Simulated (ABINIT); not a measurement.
**LiH (Fm-3m): G0W0 with ABINIT, start to end**

Wanted: ground state, empty states, screening and self-energy for LiH (Fm-3m).

Program: ABINIT 10.8.3. Level of theory: PBE and many-body steps on it, plane waves. Results are calculated unless marked as measured.

This is a report of a sequence of runs, with most program output left out.

The database entry behind the starting cell differs from later determinations by our own check (the deuteride, about 0.2 % short), so it need not match the best structure at ambient conditions.

## (1) Set-up

Symmetry: Fm-3m, No. 225, cubic system. Conventional cell: a = 4.074 Å, b = 4.074 Å, c = 4.074 Å, α = 90.00°, β = 90.00°, γ = 90.00°. Nearest to Li lie 6 H at 2.04 Å. H has 6 Li at 2.04 Å nearest. Farther neighbours are not listed.

As a file:

```cif
data_structure
_symmetry_space_group_name_H-M 'P 1'
_symmetry_Int_Tables_number 1
_cell_length_a 2.8804
_cell_length_b 2.8804
_cell_length_c 2.8804
_cell_angle_alpha 60.000
_cell_angle_beta 60.000
_cell_angle_gamma 60.000
_cell_volume 16.90
loop_
_atom_site_label
_atom_site_type_symbol
_atom_site_fract_x
_atom_site_fract_y
_atom_site_fract_z
_atom_site_occupancy
Li1 Li 0.00000 0.00000 0.00000 1
H2 H 0.50000 0.50000 0.50000 1
```

The cell and positions come from the Crystallography Open Database and are kept as given unless a step says otherwise.

## (2) Ground state

This step: ABINIT 10.8.3; DFT, PBE, plane waves, norm-conserving pseudopotentials.

The ground-state density comes first.

The input, run.abi:

```
acell 3*1.0 Angstrom
rprim 
  0.000000000000 2.036750000000 2.036750000000
  2.036750000000 -0.000000000000 2.036750000000
  2.036750000000 2.036750000000 -0.000000000000
ntypat 2
znucl 3 1
natom 2
typat 1 2
xred 
  0.000000000000 0.000000000000 0.000000000000
  0.500000000000 0.500000000000 0.500000000000
pp_dirpath "pseudos"
pseudos "Li.upf, H.upf"
ecut 33
ngkpt 8 8 8
nshiftk 1
shiftk 0 0 0
kptopt 1
chksymbreak 0
nband 7
occopt 1
tolvrs 1e-10
nstep 60
prtwf 0
optforces 0
optstress 0
indata_prefix "in"
outdata_prefix "out"
tmpdata_prefix "tmp"
```

Launch:

```bash
OMP_NUM_THREADS=1 mpirun -n 4 abinit run.abi > log
```

The job ended after 2.8 s (4 MPI ranks of Arm Neoverse V1, shared host; peak memory 0.07 GiB).

Numbers from this step:

| Property | Result |
| --- | --- |
| total energy | -212.7305 eV |
| gap | 3.022 eV |
| k of the valence top | 0.5, 0.5, 0 |
| k of the conduction bottom | 0.5, 0.5, 0 |
| least direct gap | 3.022 eV |

The gap is direct, at (0.500, 0.500, 0.000).

## (3) Bands along the symmetry lines

The cheap functional maps the bands first; the places of the edges decide which points the dearer methods must see.

The input, run.abi:

```
acell 3*1.0 Angstrom
rprim 
  0.000000000000 2.036750000000 2.036750000000
  2.036750000000 -0.000000000000 2.036750000000
  2.036750000000 2.036750000000 -0.000000000000
ntypat 2
znucl 3 1
natom 2
typat 1 2
xred 
  0.000000000000 0.000000000000 0.000000000000
  0.500000000000 0.500000000000 0.500000000000
pp_dirpath "pseudos"
pseudos "Li.upf, H.upf"
ecut 33
iscf -2
irdden 1
kptopt 0
nkpt 50
kpt 
  0.00000000 0.00000000 0.00000000
  0.06250000 0.00000000 0.06250000
  0.12500000 0.00000000 0.12500000
  0.18750000 0.00000000 0.18750000
  0.25000000 0.00000000 0.25000000
  0.31250000 0.00000000 0.31250000
  0.37500000 0.00000000 0.37500000
  0.43750000 0.00000000 0.43750000
  0.50000000 0.00000000 0.50000000
  0.51562500 0.03125000 0.51562500
  0.53125000 0.06250000 0.53125000
  0.54687500 0.09375000 0.54687500
  0.56250000 0.12500000 0.56250000
  0.57812500 0.15625000 0.57812500
  0.59375000 0.18750000 0.59375000
  0.60937500 0.21875000 0.60937500
  0.62500000 0.25000000 0.62500000
  0.37500000 0.37500000 0.75000000
  0.32812500 0.32812500 0.65625000
  0.28125000 0.28125000 0.56250000
  0.23437500 0.23437500 0.46875000
  0.18750000 0.18750000 0.37500000
  0.14062500 0.14062500 0.28125000
  0.09375000 0.09375000 0.18750000
  0.04687500 0.04687500 0.09375000
  0.00000000 0.00000000 0.00000000
  0.06250000 0.06250000 0.06250000
  0.12500000 0.12500000 0.12500000
  0.18750000 0.18750000 0.18750000
  0.25000000 0.25000000 0.25000000
  0.31250000 0.31250000 0.31250000
  0.37500000 0.37500000 0.37500000
  0.43750000 0.43750000 0.43750000
  0.50000000 0.50000000 0.50000000
  0.50000000 0.46875000 0.53125000
  0.50000000 0.43750000 0.56250000
  0.50000000 0.40625000 0.59375000
  0.50000000 0.37500000 0.62500000
  0.50000000 0.34375000 0.65625000
  0.50000000 0.31250000 0.68750000
  0.50000000 0.28125000 0.71875000
  0.50000000 0.25000000 0.75000000
  0.50000000 0.21875000 0.71875000
  0.50000000 0.18750000 0.68750000
  0.50000000 0.15625000 0.65625000
  0.50000000 0.12500000 0.62500000
  0.50000000 0.09375000 0.59375000
  0.50000000 0.06250000 0.56250000
  0.50000000 0.03125000 0.53125000
  0.50000000 0.00000000 0.50000000
istwfk *1
nband 9
nbdbuf 2
tolwfr 1e-08
nstep 40
prtwf 0
prtvol 0
indata_prefix "in"
outdata_prefix "out"
tmpdata_prefix "tmp"
```

Run time: 2.6 s. Hardware: 4 MPI ranks; peak memory 0.07 GiB; 9.9 s of CPU time.

Numbers from this step:

* gap: 3.022 eV
* k of the valence top: 0.5, 0, 0.5
* k of the conduction bottom: 0.5, 0, 0.5
* least direct gap: 3.022 eV

The gap is 3.022 eV, as in the run before at this level.

Electronic bands along the path, in eV, zero at the top of the highest filled band; v1 is the highest filled band, c1 the lowest empty one:

| point | v2 | v1 | c1 | c2 | c3 | c4 |
| --- | --- | --- | --- | --- | --- | --- |
| Γ | -44.30 | -5.25 | 15.48 | 17.40 | 17.40 | 17.40 |
| halfway | -44.28 | -3.75 | 10.13 | 12.73 | 12.73 | 15.96 |
| X | -44.25 | 0.00 | 3.02 | 10.59 | 10.59 | 13.70 |
| halfway | -44.25 | -0.08 | 3.30 | 8.96 | 10.86 | 15.50 |
| U | -44.25 | -0.47 | 4.13 | 7.41 | 11.68 | 15.68 |
| jump to K | -44.25 | -0.47 | 4.13 | 7.41 | 11.68 | 15.68 |
| halfway | -44.27 | -3.67 | 9.75 | 9.89 | 15.65 | 16.99 |
| Γ | -44.30 | -5.25 | 15.48 | 17.40 | 17.40 | 17.40 |
| halfway | -44.28 | -4.21 | 9.46 | 14.60 | 16.21 | 16.21 |
| L | -44.26 | -2.49 | 4.80 | 13.25 | 16.07 | 16.07 |
| halfway | -44.26 | -1.61 | 5.00 | 8.66 | 12.93 | 15.97 |
| W | -44.25 | -0.20 | 5.24 | 5.24 | 11.40 | 17.12 |
| halfway | -44.25 | -0.10 | 3.58 | 7.93 | 10.99 | 16.83 |
| X | -44.25 | 0.00 | 3.02 | 10.59 | 10.59 | 13.70 |

## (4) Empty states on the mesh, 6×6×6 mesh, 37 bands

The sums over transitions need many empty states on a uniform mesh; this step solves for them.

The input, run.abi:

```
acell 3*1.0 Angstrom
rprim 
  0.000000000000 2.036750000000 2.036750000000
  2.036750000000 -0.000000000000 2.036750000000
  2.036750000000 2.036750000000 -0.000000000000
ntypat 2
znucl 3 1
natom 2
typat 1 2
xred 
  0.000000000000 0.000000000000 0.000000000000
  0.500000000000 0.500000000000 0.500000000000
pp_dirpath "pseudos"
pseudos "Li.upf, H.upf"
ecut 33
ngkpt 6 6 6
nshiftk 1
shiftk 0 0 0
kptopt 1
chksymbreak 0
irdden 1
istwfk *1
nband 37
prtvol 0
optdriver 6
gwr_task "HDIAGO"
paral_kgb 0
occopt 1
indata_prefix "in"
outdata_prefix "out"
tmpdata_prefix "tmp"
```

The job ended after 6.2 s (4 MPI ranks; peak memory 0.47 GiB).

Numbers from this step:

| Property | Result |
| --- | --- |
| gap | 3.022 eV |
| k of the valence top | 0.5, 0.5, 0 |
| k of the conduction bottom | 0.5, 0.5, 0 |
| least direct gap | 3.022 eV |
| k points computed | 16 |
| lowest point of the top converged band, above the valence top | 67.6084 eV |

On this mesh the gap is 3.022 eV.

## (5) Screening, 6×6×6 mesh, 29 bands, screening to 108.8 eV

The RPA dielectric matrix is built and inverted for each q.

This step: RPA screening on PBE, plane waves, norm-conserving pseudopotentials.

Edit run.abi of step 4 so:

```diff
@@ -20,10 +20,11 @@
 chksymbreak 0
-irdden 1
 istwfk *1
-nband 37
-prtvol 0
-optdriver 6
-gwr_task "HDIAGO"
-paral_kgb 0
 occopt 1
+irdwfk 1
+optdriver 3
+nband 29
+ecuteps 4
+inclvkb 2
+awtr 1
+symchi 1
 indata_prefix "in"
```

The job ended after 3.3 s (4 MPI ranks; peak memory 0.34 GiB).

This step gave:

```yaml
eps_infinity_with_local_fields_on_this_mesh_along_the_program_s_q_direction: 4.182
the_same_without_local_fields: 4.586
plasma_frequency: 18.07 eV
plane_waves_in_the_screening_matrix: 59
```

Local fields lower ε∞ by 9 %.

## (6) Self-energy, 6×6×6 mesh, 29 bands, screening to 108.8 eV

The self-energy is evaluated for the states that the input lists, and the levels follow from it, in one-shot runs by the linearised quasiparticle equation.

This step: G0W0 on PBE, plane waves, norm-conserving pseudopotentials.

Edit run.abi of step 5 so:

```diff
@@ -23,8 +23,17 @@
 irdwfk 1
-optdriver 3
+optdriver 4
 nband 29
+gwcalctyp 0
+ecutsigx 33
+symsigma 1
+nkptgw 2
+kptgw 
+  0.5000000000 0.5000000000 0.0000000000
+  0.0000000000 0.0000000000 0.0000000000
+bdgw 
+  1 5
+  1 6
 ecuteps 4
-inclvkb 2
-awtr 1
-symchi 1
+irdscr 1
+ppmodel 1
 indata_prefix "in"
```

It took 2.1 s on 4 MPI ranks; peak memory 0.11 GiB; 8.2 s of CPU time.

Numbers from this step:

```
G0W0 gap on the points computed              : 4.826 eV
starting gap on the mesh                     : 3.022 eV
k of the valence top                         : 0.5, 0.5, 0
k of the conduction bottom                   : 0.5, 0.5, 0
Z at the valence top                         : 0.772
Z at the conduction bottom                   : 0.81
least direct G0W0 gap on the computed points : 4.826 eV
```

The gap on the mesh goes from 3.02 eV to 4.83 eV, a correction of +1.80 eV.

Limits: finite bands, cutoff and mesh. v1 is the top filled band, c1 the lowest empty one. The levels before and after the correction (eV, zero at the valence-band top of each column):

|  | conduction bottom | valence top |
| --- | --- | --- |
| Kohn-Sham | 3.02 | 0.00 |
| G0W0 | 4.83 | 0.00 |

|  | level | energy (eV) |
| --- | --- | --- |
| Kohn-Sham | (0.5 0.5 0) v2 | -44.251 |
| Kohn-Sham | (0.5 0.5 0) v1 | 0.000 |
| Kohn-Sham | (0.5 0.5 0) c1 | 3.022 |
| Kohn-Sham | (0.5 0.5 0) c2-c3 | 10.588 |
| G0W0 | (0.5 0.5 0) v2 | -49.926 |
| G0W0 | (0.5 0.5 0) v1 | 0.000 |
| G0W0 | (0.5 0.5 0) c1 | 4.826 |
| G0W0 | (0.5 0.5 0) c2-c3 | 12.710 |

## (7) Where the time went

Times are wall times on 4 MPI ranks of Arm Neoverse V1, shared host, good to a factor of about two.

| step | time | share | memory (GiB) |
| --- | --- | --- | --- |
| ground state | 2.8 s | 17 % | 0.07 |
| bands along the symmetry lines | 2.6 s | 15 % | 0.07 |
| empty states on the mesh | 6.2 s | 37 % | 0.47 |
| screening | 3.3 s | 19 % | 0.34 |
| self-energy | 2.1 s | 12 % | 0.11 |

## (8) Summary of results

```
PBE gap              : 3.02 eV, direct
G0W0 gap on the mesh : 4.83 eV
GW settings          : 6×6×6 mesh, 29 bands, screening to 108.8 eV, Godby-Needs plasmon pole
known limits         : not at the basis limit
```

G0W0 moves the gap on the mesh from 3.02 eV to 4.83 eV (+1.80 eV), with Z of 0.77 and 0.81 at the edges. Local fields lower the RPA ε∞ on this mesh from 4.59 to 4.18. Only 2 of the mesh's irreducible points were corrected, so a valley elsewhere could overtake. The dearest step here is «empty states on the mesh». Bands and cutoff are finite, so the gap is not at the basis limit. The miss can reach some tenths of an eV and take either sign; the mesh is an error of its own. In the G0W0 run levels were corrected at 2 k points alone, so a gap called «on the mesh» is the least over those, and an edge elsewhere would be missed.

[Paths, hosts, dates, memory and timing lines, banners, echoed tables and standing remarks are left out of the program output.]

[Logs are printed without paths, hosts, clocks, repeated set-up lines and the standing remarks that a program may print on its own settings, such as how far it seeks lower states.]

[Runs of the session that timed out or met a known fault of the program may be left out.]

[Hosts, paths, dates, database ids (printed as entryN), source tags and the programs' standing remarks are cut or masked in the printed files.]

[G0W0 gaps are taken among the corrected bands and points alone; a level outside them can change the order at an edge.]

[Where Ansatz stands beside ABINIT at settings called matched, ABINIT's density can come from a denser mesh and the files from another edition; pairs whose starting gaps differed by over 0.03 eV were left out, so agreement reads better than it is.]
